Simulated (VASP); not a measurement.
# Au: single point with PBE

Au:

```
CELL_PARAMETERS angstrom
-1.65727 1.65727 1.65727
1.65727 -1.65727 1.65727
1.65727 1.65727 -1.65727
ATOMIC_POSITIONS crystal
Au 0.00000 0.00000 0.00000
```

This isn't the form of Au at room conditions, which is fcc.

- Program: VASP 6.6.1
- Task: single point
- Functional: PBE
- Potentials or basis: VASP PAW PBE potentials, release 64 (Au)
- Cutoff: 520 eV
- k mesh: 8 × 8 × 8
- Occupations: gaussian, width 0.1 eV
- Spin: no spin polarisation
- Dipole correction: no
- Further INCAR settings: ALGO = Fast; EDIFF = 1e-06; NBANDS = 12

```
Pressure               : -1.6 GPa
Band gap on the k mesh : none (metal or under the smearing width)
```

Levels at points of the mesh, in eV from the Fermi level:
```csv
k point,band 4,band 5,band 6,band 7,band 8,band 9
"(0.00, 0.00, 0.00)",-4.73,-2.99,-2.99,16.31,16.31,16.31
"(0.50, 0.00, 0.00)",-2.82,-1.62,-0.53,3.00,12.16,13.27
"(0.50, 0.50, 0.50)",-1.96,-1.96,6.06,6.06,6.06,8.77
```

It took 8.9 s on 1 thread of Intel(R) Xeon(R) Platinum 8259CL CPU @ 2.50GHz (Skylake/Cascade Lake) (shared host), peak memory 0.14 GiB.

The run has no spin-orbit coupling, so splittings on Au are missing.
